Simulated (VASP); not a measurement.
# AlP (F-43m) in VASP: a series of runs

One crystal, AlP, is run at these levels: LDA; tasks: single point, relaxation of cell and atoms.

All numbers are computed with VASP 6.6.1; they aren't measurements. Logs are shortened: lines on timing, memory, paths and dates and some standing lists are left out, and cuts for length are marked.

**Measured values to compare with.**

From a printed reference work, data compilation, for a bulk crystal of AlP at 4.2 K: band gap 2.505 eV (indirect).

How close the calculation comes is told below.

## 1. The crystal as given

It takes space group F-43m (No. 216, cubic). Conventional cell: a = 5.395 Å, b = 5.395 Å, c = 5.395 Å, α = 90.00°, β = 90.00°, γ = 90.00°. Al (site symmetry -43m) has 4 P at 2.34 Å as nearest neighbours. P (site symmetry -43m) is surrounded by 4 Al at 2.34 Å.

## 2. Single point, LDA

Contents of INCAR:

```
SYSTEM = AlP
  PREC = Accurate
  ENCUT = 520
  EDIFF = 1E-6
  ISMEAR = 0
  SIGMA = 0.01
  LREAL = .FALSE.
  LASPH = .TRUE.
  NELM = 100
  ALGO = Normal
  ISIF = 2
  LWAVE = .FALSE.
  LCHARG = .FALSE.
  NBANDS = 11
```

Contents of KPOINTS:

```
regular mesh
0
G
  10 10 10
  0 0 0
```

Contents of POSCAR:

```
AlP
1.0
    0.0000000000      2.6977281623      2.6977281623
    2.6977281623      0.0000000000      2.6977281623
    2.6977281623      2.6977281623      0.0000000000
Al P
1 1
Direct
    0.0000000000      0.0000000000      0.0000000000
    0.7500000000      0.7500000000      0.7500000000
```

Potentials or basis: VASP PAW LDA potentials, release 64 (Al, P).

Command:

```sh
cat potpaw_LDA.64/Al/POTCAR potpaw_LDA.64/P/POTCAR > POTCAR
mpirun -np 1 vasp_std > vasp.out
```

OUTCAR:

```text
SYSTEM = AlP
   PREC = Accurate
   ENCUT = 520
   EDIFF = 1E-6
   ISMEAR = 0
   LREAL = .FALSE.
   LASPH = .TRUE.
   NELM = 100
   ISIF = 2

 ion  position               nearest neighbor table
   1  0.000  0.000  0.000-   2 2.34   2 2.34   2 2.34   2 2.34
   2  0.750  0.750  0.750-   1 2.34   1 2.34   1 2.34   1 2.34

  LATTYP: Found a face centered cubic cell.
 ALAT       =     5.3954563246

  Lattice vectors:

 A1 = (   0.0000000000,   2.6977281623,   2.6977281623)
 A2 = (   2.6977281623,   0.0000000000,   2.6977281623)
 A3 = (   2.6977281623,   2.6977281623,   0.0000000000)

Analysis of symmetry for initial positions (statically):
=====================================================================
 Subroutine PRICEL returns:
 Original cell was already a primitive cell.

 Routine SETGRP: Setting up the symmetry group for a
 face centered cubic supercell.

 Subroutine GETGRP returns: Found 24 space group operations
 (whereof 24 operations were pure point group operations)
 out of a pool of 48 trial point group operations.

The static configuration has the point symmetry T_d .

Analysis of symmetry for dynamics (positions and initial velocities):
=====================================================================
 Subroutine PRICEL returns:
 Original cell was already a primitive cell.

 Routine SETGRP: Setting up the symmetry group for a
 face centered cubic supercell.

 Subroutine GETGRP returns: Found 24 space group operations
 (whereof 24 operations were pure point group operations)
 out of a pool of 48 trial point group operations.

The dynamic configuration has the point symmetry T_d .

 Subroutine INISYM returns: Found 24 space group operations
 (whereof 24 operations are pure point group operations),
 and found     1 'primitive' translations

----------------------------------------------------------------------------------------

                                     Primitive cell

  volume of cell :      39.2667

  direct lattice vectors                    reciprocal lattice vectors
     0.000000000  2.697728162  2.697728162    -0.185341135  0.185341135  0.185341135
     2.697728162  0.000000000  2.697728162     0.185341135 -0.185341135  0.185341135
     2.697728162  2.697728162  0.000000000     0.185341135  0.185341135 -0.185341135

  length of vectors
     3.815163755  3.815163755  3.815163755     0.321020263  0.321020263  0.321020263

  position of ions in fractional coordinates (direct lattice)
     0.000000000  0.000000000  0.000000000
     0.750000000  0.750000000  0.750000000

  ion indices of the primitive-cell ions
   primitive index   ion index
                 1           1
                 2           2

----------------------------------------------------------------------------------------

 KPOINTS: regular mesh

Automatic generation of k-mesh.
 Grid dimensions read from file:
 generate k-points for:   10   10   10

 Generating k-lattice:

  Cartesian coordinates                     Fractional coordinates (reciprocal lattice)
    -0.018534114  0.018534114  0.018534114     0.100000000  0.000000000  0.000000000
     0.018534114 -0.018534114  0.018534114     0.000000000  0.100000000  0.000000000
     0.018534114  0.018534114 -0.018534114     0.000000000  0.000000000  0.100000000

  Length of vectors
     0.032102026  0.032102026  0.032102026

  Shift w.r.t. Gamma in fractional coordinates (k-lattice)
     0.000000000  0.000000000  0.000000000

 Subroutine IBZKPT returns following result:
 ===========================================

 Found     47 irreducible k-points:

 Following reciprocal coordinates:
            Coordinates               Weight
  0.000000  0.000000  0.000000      1.000000
  0.100000  0.000000  0.000000      8.000000
  0.200000  0.000000  0.000000      8.000000
  0.300000  0.000000  0.000000      8.000000
  0.400000  0.000000  0.000000      8.000000
  0.500000  0.000000  0.000000      4.000000
[... 16 lines left out ...]
  0.300000  0.300000  0.000000      6.000000
  0.400000  0.300000  0.000000     24.000000
 [... further k-points ...]
   k-points           NKPTS =     47   k-points in BZ     NKDIM =     47   number of bands    NBANDS=     11
   number of dos      NEDOS =    301   number of ions     NIONS =      2
   total plane-waves  NPLWV =  21952
   dimension x,y,z NGX =    28 NGY =   28 NGZ =   28
   dimension x,y,z NGXF=    56 NGYF=   56 NGZF=   56
   ions per type =               1   1
   NGX,Y,Z   is equivalent  to a cutoff of  12.20, 12.20, 12.20 a.u.
   NGXF,Y,Z  is equivalent  to a cutoff of  24.40, 24.40, 24.40 a.u.
 SYSTEM =  AlP
   PREC   = accura    normal or accurate (medium, high low for compatibility)
   ISTART =      0    job   : 0-new  1-cont  2-samecut
   ICHARG =      2    charge: 1-file 2-atom 10-const
   ISPIN  =      1    spin polarized calculation?
   LNONCOLLINEAR =      F non collinear calculations
   LSORBIT =      F    spin-orbit coupling
   LASPH  =      T    aspherical Exc in radial PAW
   ENCUT  =  520.0 eV  38.22 Ry    6.18 a.u.   7.09  7.09  7.09*2*pi/ulx,y,z
   NELM   =    100;   NELMIN=  2; NELMDL= -5     # of ELM steps
   EDIFF  = 0.1E-05   stopping-criterion for ELM
   LREAL  =      F    real-space projection
   EDIFFG = 0.1E-04   stopping-criterion for IOM
   NSW    =      0    number of steps for IOM
   IBRION =     -1    ionic relax: 0-MD 1-quasi-New 2-CG
   NFREE  =      0    steps in history (QN), initial steepest desc. (CG)
   ISIF   =      2    stress and relaxation
   ISYM   =      2    0-nonsym 1-usesym 2-fastsym
   POTIM  = 0.5000    time-step for ionic-motion
   TEBEG  =    0.0;   TEEND  =   0.0 temperature during run
   PSTRESS=    0.0 pullay stress
   NELECT =       8.0000    total number of electrons
   NUPDOWN=      -1.0000    fix difference up-down
   EMIN   =  10.00;   EMAX   =-10.00  energy-range for DOS
   EFERMI =   0.00;   METHOD = LEGACY
   ISMEAR =     0;   SIGMA  =   0.01  broadening in eV -4-tet -1-fermi 0-gaus
   EFERMI_NEDOS =   21; number of points for ismear=-14 and -15
   IALGO  =     38    algorithm
   IMIX   =      4    mixing-type and parameters
     AMIX     =   0.40;   BMIX     =  1.00
     AMIX_MAG =   1.60;   BMIX_MAG =  1.00
  volume/ion in A,a.u.               =      19.63       132.49
  Fermi-wavevector in a.u.,A,eV,Ry     =   0.963304  1.820380 12.625586  0.927954
  Thomas-Fermi vector in A             =   2.092838
   LORBIT       =      0    0 simple, 1 ext, 2 COOP (PROOUT), +10 PAW based schemes
   GGA     = CA    functional components
   LHFCALC =     F    Hartree Fock is set to
   AEXX    =    0.0000 exact exchange contribution
   IVDW    =     0    specifies the selected vdW correction
   LEPSILON=     F    determine dielectric tensor
   LRPA    =     F    only Hartree local field effects (RPA)
 non-spin polarized calculation
 Gauss-broadening in eV      SIGMA  =   0.01
  energy-cutoff  :      520.00
  volume of cell :       39.27
 maximum number of plane-waves:      1073
   NGX = 15   NGY = 15   NGZ = 15

 number of electron       7.9999999 magnetization

 Free energy of the ion-electron system (eV)
  ---------------------------------------------------
  ext. energy  EPLUGINS =         0.00000000
  ---------------------------------------------------
  free energy    TOTEN  =       -11.40773452 eV

  energy without entropy =      -11.40773452  energy(sigma->0) =      -11.40773452

 E-fermi :   4.8793     XC(G=0):  -9.5847

 val. band max:        4.7830805843   @ k =   0.0000   0.0000   0.0000
 cond. band min:       6.1554024732   @ k =   0.5000   0.5000   0.0000
 fundamental gap:      1.3723218889
 Fermi energy:         4.8793117107

 k-point     1 :       0.0000    0.0000    0.0000
  band No.  band energies     occupation
      1      -6.9301      2.00000
      2       4.7831      2.00000
      3       4.7831      2.00000
      4       4.7831      2.00000
      5       8.2084      0.00000
      6       9.3051      0.00000
      7       9.3051      0.00000
      8       9.3051      0.00000
      9      13.6362      0.00000
     10      13.6362      0.00000
     11      15.0243      0.00000

 k-point     2 :       0.1000    0.0000    0.0000
  band No.  band energies     occupation
      1      -6.8140      2.00000
      2       3.9021      2.00000
      3       4.6796      2.00000
      4       4.6796      2.00000
      5       8.5618      0.00000
      6       9.5057      0.00000
      7       9.5057      0.00000
      8       9.6224      0.00000
      9      13.2466      0.00000
     10      13.2466      0.00000
     11      15.5149      0.00000

 k-point     3 :       0.2000    0.0000    0.0000
  band No.  band energies     occupation
      1      -6.4778      2.00000
      2       2.3108      2.00000
      3       4.4466      2.00000
      4       4.4466      2.00000
      5       8.3085      0.00000
      6       9.8477      0.00000
      7       9.8477      0.00000
      8      11.0335      0.00000
      9      12.9189      0.00000
     10      12.9189      0.00000
     11      15.3549      0.00000

 k-point     4 :       0.3000    0.0000    0.0000
  band No.  band energies     occupation
      1      -5.9680      2.00000
      2       0.7560      2.00000
      3       4.2112      2.00000
      4       4.2112      2.00000
      5       7.9310      0.00000
      6       9.8437      0.00000
      7       9.8437      0.00000
      8      12.4390      0.00000
      9      13.5189      0.00000
     10      13.5189      0.00000
     11      14.9780      0.00000
[... 239 lines left out ...]
 k-point    22 :      -0.2000    0.2000    0.0000
  band No.  band energies     occupation
      1      -5.7929      2.00000
      2       1.0402      2.00000
      3       2.5404      2.00000
      4       4.2750      2.00000
      5       9.0092      0.00000
      6      10.1533      0.00000
      7      10.3927      0.00000
      8      11.0448      0.00000
      9      11.9521      0.00000
     10      15.9700      0.00000
     11      17.5149      0.00000

 k-point    23 :       0.3000    0.3000    0.0000
  band No.  band energies     occupation
      1      -5.6309      2.00000
      2       1.1295      2.00000
      3       3.1415      2.00000
      4       3.1415      2.00000
      5       7.0995      0.00000
      6       8.1739      0.00000
      7      12.7338      0.00000
      8      12.7338      0.00000
      9      13.8901      0.00000
     10      15.3711      0.00000
     11      19.3232      0.00000

 k-point    24 :       0.4000    0.3000    0.0000
  band No.  band energies     occupation
      1      -5.1894      2.00000
      2       0.3820      2.00000
      3       2.6156      2.00000
      4       2.9629      2.00000
      5       7.0163      0.00000
      6       8.1190      0.00000
      7      12.8413      0.00000
      8      13.0782      0.00000
      9      15.5320      0.00000
     10      16.3848      0.00000
     11      18.4874      0.00000

 [... further k-points ...]

------------------------ aborting loop because EDIFF is reached ----------------------------------------

  FORCE on cell =-STRESS in cart. coord.  units (eV):
  Direction    XX          YY          ZZ          XY          YZ          ZX
  --------------------------------------------------------------------------------------
  -------------------------------------------------------------------------------------
  Total        0.5051240      0.5051240      0.5051240      0.0000000     -0.0000000     -0.0000000
  in kB       20.6102851     20.6102851     20.6102851      0.0000000     -0.0000000     -0.0000000
  external PRESSURE =      20.6102851 kB  Pullay stress =       0.0000000 kB

 VOLUME and BASIS-vectors are now :
 -----------------------------------------------------------------------------
  energy-cutoff  :      520.00
  volume of cell :       39.27
      direct lattice vectors                 reciprocal lattice vectors
     0.000000000  2.697728162  2.697728162    -0.185341135  0.185341135  0.185341135
     2.697728162  0.000000000  2.697728162     0.185341135 -0.185341135  0.185341135
     2.697728162  2.697728162  0.000000000     0.185341135  0.185341135 -0.185341135

 POSITION                                       TOTAL-FORCE (eV/Angst)
 -----------------------------------------------------------------------------------
      0.00000      0.00000      0.00000         0.000000      0.000000      0.000000
      4.04659      4.04659      4.04659        -0.000000     -0.000000     -0.000000
 -----------------------------------------------------------------------------------
    total drift:                               -0.000000     -0.000000     -0.000000

  FREE ENERGIE OF THE ION-ELECTRON SYSTEM (eV)
  ---------------------------------------------------
  free  energy   TOTEN  =       -11.4077345197 eV

  energy  without entropy=      -11.4077345197  energy(sigma->0) =      -11.40773452
```

Run time: 12 s. Hardware: 1 thread of Intel Xeon Platinum 8559C (Emerald Rapids), shared host; peak memory 0.14 GiB.

Results:

```yaml
Free_energy: -11.4077 eV
Pressure: 2.1 GPa
Band_gap_on_the_k_mesh: 1.37 eV, indirect (least direct gap 3.43 eV)
```

## 3. Relaxation of cell and atoms, LDA, target pressure 2 GPa, at which the enthalpy is minimised

Contents of INCAR:

```
SYSTEM = AlP
ALGO = Normal ; EDIFF = 1E-6
EDIFFG = -0.001 ; ENCUT = 600
IBRION = 2 ; ISIF = 3
ISMEAR = 0 ; LASPH = .True.
LCHARG = .False. ; LREAL = .False.
LWAVE = .False. ; NELM = 100
NSW = 80 ; PREC = Accurate
PSTRESS = 20.0 ; SIGMA = 0.01
```

Contents of KPOINTS:

```
k-points
0
Gamma
  10 10 10
  0 0 0
```

POSCAR is that of step 2.

Potentials or basis: VASP PAW LDA potentials, release 64 (Al, P).

Command:

```sh
cat potpaw_LDA.64/Al/POTCAR potpaw_LDA.64/P/POTCAR > POTCAR
mpirun -np 1 vasp_std > vasp.out
```

Wall time 18 s (1 thread of Intel Xeon Platinum 8559C (Emerald Rapids), shared host); peak memory 0.14 GiB.

The run converged. Its results:

- Free energy: -11.4083 eV
- Relaxed volume: 19.65 Å³/atom
- Relaxed cell: a = 3.816 Å, b = 3.816 Å, c = 3.816 Å, α = 60.00°, β = 60.00°, γ = 60.00°
- Space group after relaxing (to 0.05 Å): F-43m (No. 216)
- Energy change on relaxing (the enthalpy is what falls): -0.2 meV/atom
- Ionic steps: 3
- Pressure after relaxing: 2.0 GPa
- Band gap on the k mesh: 1.37 eV, indirect (least direct gap 3.42 eV)

The path:
| step | energy change (eV) | largest force (eV/Å) | pressure (GPa) | volume (Å³) |
| --- | --- | --- | --- | --- |
| 1 | 0.0000 | 0.0000 | 2.07 | 39.27 |
| 2 | -0.0006 | 0.0000 | 1.95 | 39.31 |
| 3 | -0.0004 | 0.0000 | 2.00 | 39.30 |

Final structure:
```
Al P
1.0
     0.00000    2.69838    2.69838
     2.69838    0.00000    2.69838
     2.69838    2.69838    0.00000
Al P
1 1
Cartesian
  0.0000 0.0000 0.0000
  4.0476 4.0476 4.0476
```

Levels at points of the mesh, in eV from the valence-band top:
| k point | band 2 | band 3 | band 4 | band 5 | band 6 | band 7 |
| --- | --- | --- | --- | --- | --- | --- |
| (0.00, 0.00, 0.00) | 0.00 | 0.00 | 0.00 | 3.42 | 4.52 | 4.52 |
| (0.50, 0.00, 0.00) | -5.74 | -0.79 | -0.79 | 2.80 | 4.74 | 4.74 |
| (0.50, 0.50, 0.00) | -5.47 | -2.19 | -2.19 | 1.37 | 2.32 | 11.19 |

Caveat: the cell is relaxed towards a set pressure, so the enthalpy falls and the energy may rise.

## 4. Against experiment

Step 2. Measured gap of AlP: 2.505 eV (indirect; 4.2 K; a printed reference work, data compilation). This calculation gives 1.37 eV (-1.13 eV). The value is that of LDA on a finite k mesh, which can miss the band edges, without temperature or zero-point motion. Semilocal functionals fall short of measured gaps as a rule.
